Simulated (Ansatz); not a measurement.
# GaAs: the cost of one run

Computed with Ansatz 0.2.0 (DFT PBE, scalar-relativistic, plane waves, PAW, unless a step's input says otherwise).

## 1. The structure to begin with

It takes space group P4/mmm (No. 123, tetragonal). The conventional cell has a = 3.336 Å, b = 3.336 Å, c = 4.373 Å, α = 90.00°, β = 90.00°, γ = 90.00°. Ga (site symmetry 4/mmm) has 8 As at 3.22 Å and 4 Ga at 3.34 Å as nearest neighbours. As (site symmetry 4/mmm) is surrounded by 8 Ga at 3.22 Å.

Coordinates:

```cif
data_structure
_symmetry_space_group_name_H-M 'P4/mmm'
_symmetry_Int_Tables_number 123
_cell_length_a 3.3363
_cell_length_b 3.3363
_cell_length_c 4.3730
_cell_angle_alpha 90.000
_cell_angle_beta 90.000
_cell_angle_gamma 90.000
_cell_volume 48.68
loop_
_atom_site_label
_atom_site_type_symbol
_atom_site_symmetry_multiplicity
_atom_site_Wyckoff_symbol
_atom_site_fract_x
_atom_site_fract_y
_atom_site_fract_z
_atom_site_occupancy
Ga1 Ga 1 d 0.50000 0.50000 0.50000 1
As1 As 1 a 0.00000 0.00000 0.00000 1
```

This is candidate A: CuAu (L1_0) type (P4/mmm, No. 123).

(A quick probe on a coarse mesh, which set the mesh and smearing, is not shown.)

## 3. Coarse relaxation (candidate A)

Contents of input.yaml:

```yaml
crystal:
  lattice:
    - [3.3363401468, 0.0, 0.0]
    - [0.0, 3.3363401468, 0.0]
    - [0.0, 0.0, 4.3729886924]
  atoms:
    - { symbol: Ga, position: [0.5, 0.5, 0.5] }
    - { symbol: As, position: [0.0, 0.0, 0.0] }
basis:
  ecutwfc: 420
kpoints:
  mp_grid: { grid: [6, 6, 4] }
hamiltonian:
  xc: pbe
scf:
  occupations: { method: gaussian, width: 0.1 }
  lower_state_search: "off"
output:
  forces: true
  stress: true
  eigenvalues: true
relax:
  adjacent_minimum: "off"
  f_tol: 0.04
  max_steps: 70
  cell: { stress_tol: 0.4 }
```

Command:

```
ansatz run input.yaml --threads 1 --pin off --max-ram 2560MiB --backend cpu --events-out ev --progress --plain --runs-dir out
```

**Question.** How long does this run take on 1 thread of Intel Xeon 6975P-C (Granite Rapids), shared host, and how much memory does it need?

About 5.5 s, with a peak of 0.38 GiB.
